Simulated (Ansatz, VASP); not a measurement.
Cu in VASP and in Ansatz

```
Cu
1.0
     1.28704   -4.47237    0.00000
     1.28704    4.47237    0.00000
     0.00000    0.00000    4.18160
Cu
4
Direct
  0.13307 0.86693 0.00000
  0.63307 0.36693 0.50000
  0.86693 0.13307 0.00000
  0.36693 0.63307 0.50000
```

Alike in both runs: functional r2SCAN; k mesh 6 × 6 × 4; occupations gaussian, width 0.1 eV; no spin polarisation.

Ansatz relaxed the structure, and its values are those at the end. VASP's run is a single point on that final structure, the one shown.

|  | VASP | Ansatz |
| --- | --- | --- |
| version | VASP 6.6.1 | Ansatz 0.2.0 |
| potentials or method | VASP PAW PBE potentials, release 64 (Cu) | scalar-relativistic, plane waves, PAW |
| plane-wave cutoff (eV) | 520 | 500 |
| valence electrons in the cell | 44 | 76 |

```csv
,VASP,Ansatz,Ansatz less VASP
gap on the k mesh at the Fermi level (eV),none,none,-
pressure (GPa),0.7,0.0,-0.70
rms of the force components (eV/Å),0.006,0.000,-0.0052
```

A gap of «none» marks a metal or a gap that the smearing closes. The two sets of potentials don't hold the same shells in valence.

Caveats: the k mesh is coarse (spacing up to 0.42 Å⁻¹), so the values aren't converged; the PAW data sets were made with another functional, which shifts forces and pressure a little (VASP).
